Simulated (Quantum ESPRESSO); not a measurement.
**TiC in Quantum ESPRESSO: the effect of functional**

Crystal: TiC.

```
Ti C
1.0
     0.00000    2.16572    2.16572
     2.16572    0.00000    2.16572
     2.16572    2.16572    0.00000
Ti C
1 1
Direct
  0.00000 0.00000 0.00000
  0.50000 0.50000 0.50000
```

The cell is a database's computed one.

Alike in all runs:

```yaml
Program: Quantum ESPRESSO 7.5
Task: phonon dispersion
Cutoff: 1143 eV
Density_cutoff: 4572 eV
k_mesh: 8 × 8 × 8
Occupations: cold, width 0.2 eV
Spin: no spin polarisation
```

Each run relaxes the cell or the atoms first.

**Question.** One run gave: relaxed volume 10.17 Å³/atom. Which functional did it use?
A. PBE
B. LDA
C. PBEsol

**Answer.** A.

```tsv
functional	potentials or basis	relaxed volume (Å³/atom)
LDA	PseudoDojo 0.4.1 SR LDA standard	9.68
PBE	PseudoDojo 0.4.1 SR PBE standard	10.17
PBEsol	PseudoDojo 0.4.1 SR PBEsol standard	9.90
```

Caveats: the mesh is thin for the phonons of a metal.

Not every run made on this cell is shown here.
